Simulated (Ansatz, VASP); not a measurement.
# Two plane-wave programs on Pd

The input INCAR:

```
ALGO     = Normal         # electronic algorithm
EDIFF    = 1E-7           # SCF threshold, eV
ENCUT    = 520            # plane-wave cutoff, eV
GGA      = PS             # functional
ISIF     = 2              # what is computed and relaxed
ISMEAR   = -1             # smearing method
LASPH    = True           # aspherical terms in the spheres
LCHARG   = True           # write CHGCAR
LELF     = True           # ELF
LREAL    = False          # projectors in reciprocal space
LVHAR    = True         
LWAVE    = False          # write WAVECAR
NBANDS   = 11             # bands
NELM     = 80             # most SCF steps
PREC     = Accurate       # precision mode
SIGMA    = 0.1            # smearing width, eV
```

File KPOINTS:

```
k-points
0
Gamma
  15 15 15
```

The input POSCAR:

```
Pd
1.0
   -1.5722810000      1.5722810000      1.6194494300
    1.5722810000     -1.5722810000      1.6194494300
    1.5722810000      1.5722810000     -1.6194494300
Pd
1
Direct
    0.0000000000      0.0000000000      0.0000000000
```

Input for Ansatz:

```yaml
crystal:
  lattice:
    - [-1.572281, 1.572281, 1.6194494300000002]
    - [1.572281, -1.572281, 1.6194494300000002]
    - [1.572281, 1.572281, -1.6194494300000002]
  atoms:
    - { symbol: Pd, position: [0.0, 0.0, 0.0] }
basis:
  ecutwfc: 520.0
kpoints:
  mp_grid:
    grid: [15, 15, 15]
hamiltonian:
  xc: pbesol
scf:
  occupations:
    method: fermi_dirac
output:
  stress: true
```

This isn't the form of Pd at room conditions, which is fcc.

Alike in both runs: task single point; functional PBEsol; k mesh 15 × 15 × 15; no spin polarisation.

|  | VASP | Ansatz |
| --- | --- | --- |
| version | VASP 6.6.1 | Ansatz 0.2.0 |
| potentials or method | VASP PAW PBE potentials, release 64 (Pd) | plane waves, PAW |
| plane-wave cutoff (eV) | 520 | 520 |
| occupations | fermi-dirac, width 0.1 eV | fermi-dirac |
| valence electrons in the cell | 10 | 18 |

VASP gave:

| Item | Value |
| --- | --- |
| pressure (GPa) | -13.8 |
| largest component of the traceless stress (GPa) | 0.54 |

**Question.** Estimate Ansatz's values.

**Answer.** Pressure (GPa): -13.6; largest component of the traceless stress (GPa): 0.55.

The two sets of potentials don't hold the same shells in valence.

Caveats: the PAW data sets were made with another functional, which shifts forces and pressure a little (VASP).
